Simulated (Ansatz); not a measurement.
MoS2:

```xyz
3
Lattice="1.5800 0.9122 6.1500 -1.5800 0.9122 6.1500 0.0000 -1.8244 6.1500" Properties=species:S:1:pos:R:3 pbc="T T T"
Mo    0.0000    0.0000    0.0000
S     0.0000    0.0000    7.6936
S     0.0000    0.0000    4.6125
```

Measurements of this composition are mostly on another form, of space group No. 194.

Base run:

| Property | Result |
| --- | --- |
| Program | Ansatz 0.2.0 |
| Functional | revPBE |
| Potentials or basis | Ansatz PAW |
| Cutoff | 420 eV (not typed: the program's choice for these potentials) |
| k mesh | 6 × 6 × 6 |
| Occupations | fermi-dirac, width 0.05 eV |
| Spin | no spin polarisation |

Its results: band gap on the k mesh 0.93 eV, indirect (least direct gap 1.71 eV); pressure 7.3 GPa; largest force 0.577 eV/Å.

After a change of settings the same cell gave: band gap on the k mesh 2.09 eV, indirect (least direct gap 2.91 eV); pressure 0.0 GPa; largest force 0.146 eV/Å. Which change was it?
A. functional from revPBE to LDA
B. functional from revPBE to BLYP
C. functional from revPBE to r2SCAN0; cutoff from 420 eV (not typed: the program's choice for these potentials) to 500 eV (not typed: the program's choice for these potentials)
D. functional from revPBE to r2SCAN; cutoff from 420 eV (not typed: the program's choice for these potentials) to 500 eV (not typed: the program's choice for these potentials)

C.

r2SCAN0 gives the wider gap, since exact exchange removes part of the self-interaction.

Caveats: the PAW data sets come from PBE, with cores solved anew for the run's functional, which leaves a small shift of forces and pressure; the thresholds are loose for stress (some runs).

Runs at the PBE level aren't shown here.
